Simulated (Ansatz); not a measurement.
A: LaAlO$_{3}$ (R-3c-perovskite type, space group R-3c), a = b = 5.4124 Å, c = 13.1925 Å, α = β = 90.00°, γ = 120.00°
B: VBiO4 (scheelite type, space group I4_1/a), a = 5.1660 Å, b = 5.1660 Å, c = 11.7795 Å, α = 90.00°, β = 90.00°, γ = 90.00°
C: TiO$_{2}$ (rutile), a = b = 4.644 Å, c = 2.964 Å, α = β = γ = 90.00°

Scan: energy against volume (even scaling of the relaxed cell, symmetry kept). All come from one method, each on a k mesh of its own. All were relaxed with their symmetry unable to fall. LaAlO3 is run without spin polarisation. Spin-orbit coupling is left out. The PAW data are Ansatz's earlier set. This is one of several known forms of VBiO4; the measured ambient cells at hand have space group No. 15 or 60. TiO2 is run without spin polarisation. VBiO4 is run without spin polarisation. Where atoms approach within three quarters of the sum of covalent radii the PAW spheres overlap much, and the results are unchecked.

Problem. Rank these by bulk modulus at fixed cell shape (fitted) (lowest first), as PBE (plane waves to 420 eV, PAW, scalar-relativistic; Ansatz, a program for electronic structure) gives it.

Solution. B (123 GPa), A (179 GPa), C (213 GPa)

(A scan under strain: stresses follow from slopes of the energy per volume, elastic moduli from its curvatures.)
